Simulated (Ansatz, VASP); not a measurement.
**SiC in VASP and in Ansatz**

```xyz
2
Lattice="0.0000 2.1744 2.1744 2.1744 0.0000 2.1744 2.1744 2.1744 0.0000" Properties=species:S:1:pos:R:3 pbc="T T T"
Si    0.0000    0.0000    0.0000
C     3.2616    3.2616    3.2616
```

Alike in both runs: functional PBE; dispersion D3(BJ); k mesh 12 × 12 × 12; occupations gaussian, width 0.02 eV; no spin polarisation.

Ansatz relaxed the structure, and its values are those at the end. VASP's run is a single point on that final structure, the one shown.

|  | VASP | Ansatz |
| --- | --- | --- |
| version | VASP 6.6.1 | Ansatz 0.2.0 |
| potentials or method | VASP PAW PBE potentials, release 64 (Si, C) | scalar-relativistic, plane waves, PAW |
| plane-wave cutoff (eV) | 520 | 420 |
| valence electrons in the cell | 8 | 8 |

|  | VASP | Ansatz | Ansatz less VASP |
| --- | --- | --- | --- |
| gap on the k mesh at the Fermi level (eV) | 1.35 | 1.35 | +0.003 |
| least direct gap on the mesh (eV) | 4.55 | 4.56 | +0.009 |
| pressure (GPa) | -0.1 | 0.0 | +0.06 |

A k mesh can miss the band edges. A hybrid or GW would open this gap; PBE tends to underestimate it.
